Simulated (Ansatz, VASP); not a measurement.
**One calculation of TePb, two programs**

```
CELL_PARAMETERS angstrom
0.00000 3.26784 3.23516
3.26784 0.00000 3.23516
3.26784 3.26784 0.00000
ATOMIC_POSITIONS crystal
Pb 0.00000 0.00000 0.00000
Te 0.50000 0.50000 0.50000
```

Change from the starting cell: uniaxial_z strain -1.0%.

Alike in both runs: task single point; functional PBE; k mesh 8 × 8 × 8; occupations fermi-dirac, width 0.02 eV; no spin polarisation.

|  | VASP | Ansatz |
| --- | --- | --- |
| version | VASP 6.6.1 | Ansatz 0.2.0 |
| potentials or method | VASP PAW PBE potentials, release 64 (Pb_d, Te) | plane waves, PAW |
| plane-wave cutoff (eV) | 520 | 420 |
| valence electrons in the cell | 20 | 30 |

|  | VASP | Ansatz | Ansatz less VASP |
| --- | --- | --- | --- |
| gap on the k mesh at the Fermi level (eV) | 0.78 | 0.78 | -0.005 |
| pressure (GPa) | 1.0 | 1.1 | +0.06 |
| largest component of the traceless stress (GPa) | 0.75 | 0.75 | 0.000 |

With one functional, cell and mesh, what is left measures potentials, basis and numerics. The two sets of potentials don't hold the same shells in valence.

Caveats: spin-orbit coupling is left out, which as a rule narrows the gap of such compounds by several tenths of an eV. A k mesh can miss the band edges.
